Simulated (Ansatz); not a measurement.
A 2-atom cell of AgI started from a crystallographic database, relaxed with r2SCAN: 5 runs in the plane-wave code Ansatz, each a calculation of independent-particle optics. Space group F-43m (No. 216), cubic; a = 6.577 Å in the conventional setting, 35.57 Å³ an atom. Ag has 4 I at 2.85 Å; I has 4 Ag at 2.85 Å. Spin-unpolarised throughout; all numbers are computed.

```
Ag I
1.0
     0.00000    3.28863    3.28863
     3.28863    0.00000    3.28863
     3.28863    3.28863    0.00000
Ag I
1 1
Direct
  0.00000 0.00000 0.00000
  0.25000 0.25000 0.25000
```

On meshes this coarse, single peaks can be features of the mesh. No local fields, no excitons; the zone sum runs over the cells of the mesh, and ε∞ includes the bands left out of the spectrum. Up to four peaks are listed, those above 15 % of the tallest and inside the complete range; the four can differ from row to row. Rows marked drawn have settings drawn at random (some not listed).

| functional | k mesh | broadening (eV) | scissors (eV) | range (eV) | settings | direct gap on the mesh before scissors (eV) | ε∞ xx | ε∞ yy | ε∞ zz | complete up to (eV) | tallest peaks of mean ε₂ (eV) |
| --- | --- | --- | --- | --- | --- | --- | --- | --- | --- | --- | --- |
| PBE | 6×6×6 | 0.1 | 0.00 | 0–13 | chosen | 1.34 | 5.59 | 5.59 | 5.59 | 13.0 | 5.40 6.55 6.90 7.50 |
| r2SCAN | 6×6×6 | 0.1 | 0.00 | 0–13 | chosen | 1.82 | 4.90 | 4.90 | 4.90 | 13.0 | 5.75 6.85 7.30 8.00 |
| LDA | 6×6×6 | 0.1 | 0.00 | 0–13 | chosen | 1.06 | 6.07 | 6.07 | 6.07 | 13.0 | 5.25 6.35 6.75 7.35 |
| PBE | 6×6×6 | 0.1 | 1.17 (to HSE06) | 0–13 | chosen | 1.34 | 4.75 | 4.75 | 4.75 | 13.0 | 6.55 7.70 8.05 8.70 |
| LDA | 8×8×8 | 0.25 | 0.00 | 0.5–30 | drawn | 1.06 | 6.08 | 6.08 | 6.08 | 30.0 | 3.40 5.30 6.50 9.15 |

Spin-orbit coupling is left out, which matters wherever the heavy atoms make up the band edges.
